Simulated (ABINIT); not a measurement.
The system is SnTe.

```
CELL_PARAMETERS angstrom
0.00000 3.15085 3.15085
3.15085 0.00000 3.15085
3.15085 3.15085 0.00000
ATOMIC_POSITIONS crystal
Te 0.50000 0.50000 0.50000
Sn 0.00000 0.00000 0.00000
```

```yaml
Program: ABINIT 10.8.3 (patched build)
Task: single point
Functional: PBE
Potentials_or_basis: JTH PAW PBE v2.0
Cutoff: 599 eV
k_mesh: 7 × 7 × 7
Occupations: fermi-dirac, width 0.05 eV
Spin: no spin polarisation
```

On this cell: pressure 2.1 GPa; largest force zero by symmetry; band gap on the k mesh not listed.

The same run follows on a disturbed copy (atoms moved at random, drawn with an rms of 0.05 Å):

```xyz
2
Lattice="0.0000 3.1509 3.1509 3.1509 0.0000 3.1509 3.1509 3.1509 0.0000" Properties=species:S:1:pos:R:3 pbc="T T T"
Te    3.1510    3.2022    3.1652
Sn   -0.0421    0.0002   -0.0197
```

Task: What does the disturbed cell give?

Result: The energy moves by +0.3 meV/atom; pressure 2.3 GPa; largest force 0.022 eV/Å; band gap on the k mesh 0.68 eV, direct.

Forces in eV/Å, atoms in the order of the input:
```
Te  -0.016 -0.015 -0.005
Sn   0.016  0.015  0.005
```

Caveats: spin-orbit coupling is left out, which moves the levels of the heavy elements (some runs); an odd mesh through Γ misses points on the zone boundary, where band edges often lie (some runs).
